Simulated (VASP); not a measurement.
Input of a VASP 6.6.1 run:

File POSCAR:

```
TiB
1.0
    0.0000000000      2.4798190218      2.4798190218
    2.4798190218      0.0000000000      2.4798190218
    2.4798190218      2.4798190218      0.0000000000
Ti B
1 1
Direct
    0.7500000000      0.7500000000      0.7500000000
    0.0000000000      0.0000000000      0.0000000000
```

Contents of INCAR.step1:

```
SYSTEM = TiB
ALGO = Normal
EDIFF = 1E-4
ENCUT = 520
GGA = PE
ISMEAR = 0
LASPH = .True.
LCHARG = .False.
LREAL = .False.
LWAVE = .True.
NBANDS = 14
NELM = 100
PREC = Accurate
SIGMA = 0.1
```

INCAR.step2

```
SYSTEM = TiB
ALGO = Normal
EDIFF = 1E-6
ENCUT = 520
ISIF = 2
ISMEAR = 0
ISTART = 1
LASPH = .True.
LCHARG = .False.
LMIXTAU = .True.
LREAL = .False.
LWAVE = .False.
METAGGA = R2SCAN
NBANDS = 14
NELM = 100
PREC = Accurate
SIGMA = 0.1
```

File KPOINTS:

```
k-points
0
Gamma
  14 14 14
  0 0 0
```

Potentials or basis: VASP PAW PBE potentials, release 64 (Ti_sv, B).

Launch:

```sh
$ cat potpaw_PBE.64/Ti_sv/POTCAR potpaw_PBE.64/B/POTCAR > POTCAR
$ cp INCAR.step1 INCAR
$ mpirun -np 1 vasp_std > vasp.out
$ cp INCAR.step2 INCAR
$ mpirun -np 1 vasp_std > vasp.out
```

Task: What does it give for the band gap on the k mesh?

Result: None (metal or under the smearing width).

Task: Predict the pressure.

Result: -0.1 GPa.

Caveat: the PAW data sets were made with another functional, which shifts forces and pressure a little.
